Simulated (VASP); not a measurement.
Wanted: the native input for a VASP 6.6.1 run.

* Task: single point
* Functional: LDA
* Potentials or basis: VASP PAW LDA potentials, release 64 (Mn_pv, O)
* Cutoff: 520 eV
* k mesh: 8 × 8 × 8
* Occupations: fermi-dirac, width 0.05 eV
* Spin: collinear spin, random start
* Starting moments: [1.0, 0.63, 0.0, 0.0] μB
* Supercell matrix: [1, 0, 0, 0, 1, 0, 0, 0, 2]
* Further INCAR settings: ALGO = Normal; EDIFF = 1e-06; NBANDS = 31

The structure of MnO lies in POSCAR:

```
MnO
1.0
    0.0000000000      2.2220003300      2.2220003300
    2.2220003300      0.0000000000      2.2220003300
    4.4440006600      4.4440006600      0.0000000000
Mn O
2 2
Direct
    0.0000000000      0.0000000000      0.0000000000
    0.0000000000      0.0000000000      0.5000000000
    0.5000000000      0.5000000000      0.2500000000
    0.5000000000      0.5000000000      0.7500000000
```

These files were run (other wordings do the same):

INCAR

```
ALGO = Normal
EDIFF = 1E-6
ENCUT = 520
GGA = CA
ISIF = 2
ISMEAR = -1
ISPIN = 2
LASPH = T
LCHARG = T
LELF = T
LMAXMIX = 4
LORBIT = 11
LREAL = F
LVHAR = T
LWAVE = F
MAGMOM = 1 0.63 0 0
NBANDS = 31
NELM = 150
PREC = Accurate
SIGMA = 0.05
```

KPOINTS

```
k-points
0
Gamma
  8 8 8
```

Potentials or basis: VASP PAW LDA potentials, release 64 (Mn_pv, O).

Run with:

```bash
$ cat potpaw_LDA.64/Mn_pv/POTCAR potpaw_LDA.64/O/POTCAR > POTCAR
$ mpirun -np 1 vasp_std > vasp.out
```

Results of the run:

| Property | Result |
| --- | --- |
| Pressure | -16.3 GPa |
| Band gap on the k mesh | none (metal or under the smearing width) |
| Net moment | 9.16 μB per cell |
| Site moments | Mn +4.15; O +0.19 μB |
| Valence electrons inside the program's atomic spheres | Mn 11.38; O 4.93 |

Caveat: semilocal functionals often make such compounds metallic where correlation or magnetic order opens a gap, which also shifts bond lengths.

Wall time 2.7 min on 1 thread of Intel(R) Xeon(R) Platinum 8488C (Sapphire Rapids) (shared host), peak memory 0.24 GiB.
